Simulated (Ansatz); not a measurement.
# ZnS (Wurtzite-2H) (P6_3mc) in Ansatz: notebook

The runs below take ZnS (Wurtzite-2H) through band structure, with PBEsol.

Program: Ansatz 0.2.0. These are calculated values, not measurements. Logs are shortened: lines on timing, memory, paths and dates and some standing lists are left out, and cuts for length are marked.

**What was measured.**

A printed reference work, monograph reports, for a bulk crystal of ZnS at 4 K: band gap 3.911 eV (direct).

The runs below are set against these values where they give the same quantity.

### 1 The crystal as given

It takes space group P6_3mc (No. 186, hexagonal). The conventional cell has a = 3.811 Å, b = 3.811 Å, c = 6.234 Å, α = 90.00°, β = 90.00°, γ = 120.00°. Zn (site symmetry 3m) is surrounded by 4 S at 2.31 to 2.40 Å. Around S (site symmetry 3m) lie 4 Zn at 2.31 to 2.40 Å.

### 2 Band structure, PBEsol

File input.yaml:

```yaml
crystal:
  lattice:
    - [3.811, 0.0, 0.0]
    - [-1.9055, 3.3004228138, 0.0]
    - [0.0, 0.0, 6.234]
  atoms:
    - { symbol: Zn, position: [0.6666666667, 0.3333333333, 0.5] }
    - { symbol: Zn, position: [0.3333333333, 0.6666666667, 0.0] }
    - { symbol: S, position: [0.6666666667, 0.3333333333, 0.885] }
    - { symbol: S, position: [0.3333333333, 0.6666666667, 0.385] }
kpoints:
  mp_grid: { grid: [8, 8, 5] }
  band_path:
    path:
      - [0.0, 0.0, 0.0]
      - [0.5, 0.0, 0.0]
      - [0.3333333333, 0.3333333333, 0.0]
      - [0.0, 0.0, 0.0]
      - [0.0, 0.0, 0.5]
      - [0.5, 0.0, 0.5]
      - [0.3333333333, 0.3333333333, 0.5]
      - [0.0, 0.0, 0.5]
    npoints: 12
scf:
  occupations: { method: fermi_dirac, width: 0.05 }
hamiltonian:
  xc: pbesol
  pseudopotentials: { kind: all_electron, lapw: { basis_error: 0.002 } }
output:
  forces: true
  stress: true
  eigenvalues: true
```

Potentials or basis: all-electron LAPW, scalar-relativistic.

Command:

```console
> ansatz run input.yaml --threads 2 --pin off --max-ram 8192MiB --backend cpu --events-out ev --progress --plain --runs-dir out
```

The log of the run:

```text
Warning: RAYON_NUM_THREADS=2 ignored (pool sized by the plan → 2); use --threads N
LAPW: plane waves up to 8.331 Å⁻¹, error target 2.0e-3 eV per atom; small_component_spin mean_spin; S in spheres of 1.023 Å, 14 of its electrons in bands, Dirac shells []; Zn in spheres of 1.291 Å, 20 of its electrons in bands, Dirac shells [] (how accurate: hamiltonian.pseudopotentials.lapw.basis_error, Limitations)
Engine: ansatz 0.2.0, aarch64-unknown-linux-gnu
Pseudopotentials: kind: all_electron
Pseudopotential: Zn, LAPW, valence charge 20, lapw/all_electron/scalar/gaussian/Zn, Koelling and Harmon's equation, gaussian nucleus
Pseudopotential: S, LAPW, valence charge 14, lapw/all_electron/scalar/gaussian/S, Koelling and Harmon's equation, gaussian nucleus
Functional definition: PBEsol
  exchange = pbesol_x
  correlation = pbesol_c
Crystal: 4 atoms, lattice volume = 78.411 Å³
Basis set: ecut = 264.45121996191045 eV, 761 PW (Γ), exchange–correlation at level 2
Bands: 41, of which v1, the nominal top of the filled ones, is band 34 counted from 1 (33 counted from 0)
Symmetry: 12 space group operations
Space group: P63mc (ITA 186), of the structure as read, at distance tolerance 4.3e-5 Å
k-points: 30 of 320 (time reversal used)
Non-local potential: Zn, projectors of the file, none
Non-local potential: S, projectors of the file, none
Initial density: superposition of atomic densities (chi_scale 0.1, normalization cell, long waves kept (reshape's long-wave potential 0.00 eV rms))
Initial wavefunctions: plane waves of lowest kinetic energy (no species holds an atomic orbital)
Functional: x = pbesol(κ = 0.804, μ = 0.12345679012345678), c = pbesol(β = 0.046)
iter 1 solved again at ethr=2.74e-3 eV; its pass at ethr=1.00e-1 eV (dr2=1.86e0 eV) is discarded
SCF iter   1: F=—  HF=-119364.943441 eV  |F-HF|=—  |Δ(HF+E_count)|=         —  Δρ=3.88e-2  dr2=1.87e0  ethr=2.74e-3  ⟨swp⟩=2.0  Hψ=8327  notcnv=0
preconditioner: auto → Resta (q_TF=auto, 2.664 Å⁻¹)  ε∞=6.1  [insulator: Δε(μ)=2.358 eV  Ē_g=11.187 eV  σ=0.050 eV  W_gap=1.00  n_scr=22 (ndim 8)  ℏωp=25.2 eV  f_vac=0.104  D(μ)=0.00/eV (n_scr^D=0)  ε∞_Penn≈6.1]
SCF iter   2: F=—  HF=-119364.298921 eV  |F-HF|=—  |Δ(HF+E_count)|=   6.45e-1  Δρ=1.75e-2  dr2=3.30e-1  ethr=2.74e-3  ⟨swp⟩=2.9  Hψ=3638  notcnv=0
SCF iter   3: F=—  HF=-119364.175627 eV  |F-HF|=—  |Δ(HF+E_count)|=   1.23e-1  Δρ=1.25e-2  dr2=1.76e-1  ethr=4.85e-4  ⟨swp⟩=2.0  Hψ=3582  notcnv=0
SCF iter   4: F=—  HF=-119364.101297 eV  |F-HF|=—  |Δ(HF+E_count)|=   7.43e-2  Δρ=5.14e-3  dr2=2.44e-2  ethr=2.59e-4  ⟨swp⟩=2.0  Hψ=3592  notcnv=0
iter 5 solved again at ethr=1.40e-6 eV; its pass at ethr=3.58e-5 eV (dr2=9.52e-4 eV) is discarded
SCF iter   5: F=—  HF=-119364.103024 eV  |F-HF|=—  |Δ(HF+E_count)|=         —  Δρ=9.88e-4  dr2=9.47e-4  ethr=1.40e-6  ⟨swp⟩=2.0  Hψ=6013  notcnv=0
the basis was enlarged: its passes take 1.5 MiB over the memory plan, 2 of 2 planned eigensolver slots
SCF iter   6: F=—  HF=-119364.103874 eV  |F-HF|=—  |Δ(HF+E_count)|=   8.50e-4  Δρ=3.53e-4  dr2=1.46e-4  ethr=1.39e-6  ⟨swp⟩=3.0  Hψ=3460  notcnv=0
SCF iter   7: F=—  HF=-119364.104114 eV  |F-HF|=—  |Δ(HF+E_count)|=   2.40e-4  Δρ=8.38e-5  dr2=9.64e-6  ethr=2.14e-7  ⟨swp⟩=3.0  Hψ=3643  notcnv=0
SCF iter   8: F=—  HF=-119364.104133 eV  |F-HF|=—  |Δ(HF+E_count)|=   1.85e-5  Δρ=2.31e-5  dr2=6.45e-7  ethr=1.42e-8  ⟨swp⟩=3.0  Hψ=3712  notcnv=0
SCF iter   9: F=-119364.104133 eV  HF=-119364.104133 eV  |F-HF|=3.61e-8  |Δ(HF+E_count)|=   2.57e-7  Δρ=4.41e-6  dr2=1.90e-8  ethr=9.49e-10  ⟨swp⟩=3.0  Hψ=3598  notcnv=0
SCF 1 converged in 9 iterations: F = -119364.104133 eV  dr2 = 1.90e-8
NSCF: frozen V_eff on 85 k-points
SCF converged after 9 iterations
Free energy (F): -119364.104133 eV
Harris-Foulkes:  -119364.104133 eV  (|F-HF|=3.61e-8)
Internal energy: -119364.104133 eV  (E = F + TS)
E sigma→0 (E₀):  -119364.104133 eV
Fermi energy:    8.393646 eV
--- Per-component energies (eV) ---
  E_band       = -3757.845173
  E_kinetic    = 121238.834166
  E_xc         = -5184.306647
  E_electrostatic = -235418.631652  (all electrons and nuclei)
  E_smearing   = -0.000000  (= −TS)
  E_closure    = 0.000000  (closes the sum)
  E_atoms      = -119348.991226  (free atoms, spherical and without spin; not in F)
  Σ components = -119364.104133   (vs F -119364.104133, Δ=0.00e0)
  Basis errors (estimates in eV, not in F): energy 8.7e-4 per atom: plane waves 7.9e-4 (4.8e-4 summed), levels above the bands 2.4e-56, relativity 2.1e-8, radial functions 8.3e-5, core shells 6.0e-11; eigenvalues (radial functions only) 3.2e-6; not estimated: angular momenta, meshes, grids; target (lapw.basis_error) 2.0e-3; muffin-tin radii S 1.023 Å, Zn 1.291 Å
--- Forces (eV/Å), atoms counted from 1 ---
  atom   1  Zn     0.00000000    -0.00000000     0.30618312
  atom   2  Zn     0.00000000     0.00000000     0.30618312
  atom   3  S      0.00000000    -0.00000000    -0.30618768
  atom   4  S     -0.00000000     0.00000000    -0.30618768
  max |Σ_I F_I| component: 9.11e-6 eV/Å
--- Stress (GPa, compression-positive) ---
       -0.669710       0.000000       0.000000
        0.000000      -0.669710       0.000000
        0.000000       0.000000      -2.491439
  P = ⅓ Tr σ = -1.2770 GPa (-12.770 kbar)
--- Band table (eV; the first three rows and the last of 30) ---
  k-point 0: bands = ["-196.9877", "-196.9877", "-142.0426", "-142.0426", "-142.0426", "-142.0426", "-142.0361", "-142.0361", "-117.2684", "-117.2684", "-71.6016", "-71.6014", "-71.5973", "-71.5973", "-71.5973", "-71.5973", "-5.9025", "-4.9619", "0.8980", "0.8980", "0.9616", "0.9616", "0.9720", "1.3778", "1.3778", "1.4591", "1.4591", "1.6150", "2.0755", "6.4343", "6.4343", "7.2911", "7.2911", "7.3036", "9.4165", "10.1815", "13.4830", "13.4830", "13.7894", "14.8050", "14.8050"]
  k-point 1: bands = ["-196.9877", "-196.9877", "-142.0426", "-142.0426", "-142.0426", "-142.0426", "-142.0361", "-142.0361", "-117.2684", "-117.2684", "-71.6015", "-71.6014", "-71.5973", "-71.5973", "-71.5973", "-71.5973", "-5.8253", "-5.0674", "0.9017", "0.9017", "0.9531", "0.9531", "0.9665", "1.2819", "1.3875", "1.3875", "1.4533", "1.4533", "2.7346", "6.5100", "6.5100", "6.5101", "7.2024", "7.2024", "10.0909", "10.2887", "13.5142", "13.5362", "13.5362", "14.5766", "14.5766"]
  k-point 2: bands = ["-196.9877", "-196.9877", "-142.0426", "-142.0426", "-142.0426", "-142.0426", "-142.0361", "-142.0361", "-117.2684", "-117.2684", "-71.6015", "-71.6014", "-71.5973", "-71.5973", "-71.5973", "-71.5973", "-5.6127", "-5.3251", "0.9137", "0.9137", "0.9333", "0.9333", "0.9711", "1.0473", "1.4110", "1.4110", "1.4361", "1.4361", "3.8578", "5.1753", "6.7137", "6.7137", "6.9777", "6.9777", "10.5671", "10.7183", "13.5569", "13.7404", "13.7404", "14.1233", "14.1233"]
  k-point 29: bands = ["-196.9877", "-196.9877", "-142.0426", "-142.0426", "-142.0426", "-142.0426", "-142.0361", "-142.0361", "-117.2684", "-117.2684", "-71.6015", "-71.6015", "-71.5975", "-71.5974", "-71.5974", "-71.5974", "-4.7232", "-4.6788", "1.0288", "1.0794", "1.0883", "1.1492", "1.2640", "1.2664", "1.3889", "1.3917", "1.6931", "1.7396", "2.4419", "2.5727", "4.0828", "4.5686", "5.8037", "6.0418", "11.6178", "11.9471", "13.1984", "13.6351", "14.3108", "14.8246", "16.6032"]
```

Wall time 39 s (2 threads of Arm Neoverse V1, shared host); peak memory 0.39 GiB.

What came out:

```
Free energy             : -119364.1041 eV
Pressure                : -1.3 GPa
Largest force           : 0.306 eV/Å
Band gap on the k mesh  : 2.11 eV, direct
Band gap along the path : 2.11 eV, direct
```

Forces on the atoms (eV/Å):
```
Zn   0.000  0.000  0.306
Zn   0.000  0.000  0.306
S    0.000  0.000 -0.306
S    0.000  0.000 -0.306
```

Stress tensor (GPa, compression positive):
```
-0.67  0.00  0.00
 0.00 -0.67  0.00
 0.00  0.00 -2.49
```

Levels at the corners of the path, in eV from the valence-band top:
| point | band 32 | band 33 | band 34 | band 35 | band 36 | band 37 |
| --- | --- | --- | --- | --- | --- | --- |
| Γ | -0.01 | -0.01 | 0.00 | 2.11 | 2.88 | 6.18 |
| M | -2.28 | -1.59 | -0.99 | 3.48 | 4.16 | 5.04 |
| K | -2.25 | -2.25 | -2.25 | 4.30 | 5.86 | 5.86 |
| Γ | -0.01 | -0.01 | 0.00 | 2.11 | 2.88 | 6.18 |
| A | -0.46 | -0.46 | -0.46 | 3.40 | 3.40 | 6.61 |
| L | -1.68 | -1.55 | -1.55 | 3.48 | 3.48 | 5.02 |
| H | -3.16 | -1.27 | -1.27 | 4.42 | 4.42 | 6.32 |
| A | -0.46 | -0.46 | -0.46 | 3.40 | 3.40 | 6.61 |

[end of part 1 of 2]
